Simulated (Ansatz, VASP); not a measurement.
# Re in VASP and in Ansatz

```
Re
1.0
     2.76080    0.00000    0.00000
    -1.38040    2.39092    0.00000
     0.00000    0.00000    4.45820
Re
2
Direct
  0.66667 0.33333 0.75000
  0.33333 0.66667 0.25000
```

Alike in both runs: task single point; functional PBE; k mesh 11 × 11 × 6; occupations gaussian, width 0.026 eV; no spin polarisation.

|  | VASP | Ansatz |
| --- | --- | --- |
| version | VASP 6.6.1 | Ansatz 0.2.0 |
| potentials or method | VASP PAW PBE potentials, release 64 (Re), cutoff 520 eV | all-electron LAPW, scalar-relativistic |

Ansatz gave:

```
gap on the k mesh at the Fermi level (eV)       : none
pressure (GPa)                                  : 5.9
largest component of the traceless stress (GPa) : 0.52
```

Q: What did VASP give for the same quantities?

A: gap on the k mesh at the Fermi level (eV): none; pressure (GPa): 5.4; largest component of the traceless stress (GPa): 0.64.

A gap of «none» marks a metal or a gap that the smearing closes. Ansatz ran all-electron here, so the differences hold the error of VASP's frozen core and of both bases.

Spin-orbit coupling is left out, which matters for the levels of Re.
